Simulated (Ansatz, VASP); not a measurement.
**InP: VASP beside Ansatz**

```
In P
1.0
     0.00000    2.82759    2.82759
     2.82759    0.00000    2.82759
     2.82759    2.82759    0.00000
In P
1 1
Direct
  0.00000 0.00000 0.00000
  0.50000 0.50000 0.50000
```

Alike in both runs: task single point; functional PBE; k mesh 10 × 10 × 10; occupations gaussian, width 0.05 eV; no spin polarisation.

```csv
,VASP,Ansatz
version,VASP 6.6.1,Ansatz 0.2.0
potentials or method,"VASP PAW PBE potentials, release 64 (In_d, P)","scalar-relativistic, plane waves, PAW"
plane-wave cutoff (eV),520,420
valence electrons in the cell,18,18
```

|  | VASP | Ansatz | Ansatz less VASP |
| --- | --- | --- | --- |
| gap on the k mesh at the Fermi level (eV) | none | none | - |
| pressure (GPa) | -3.9 | -3.9 | +0.04 |

A gap of «none» marks a metal or a gap that the smearing closes.
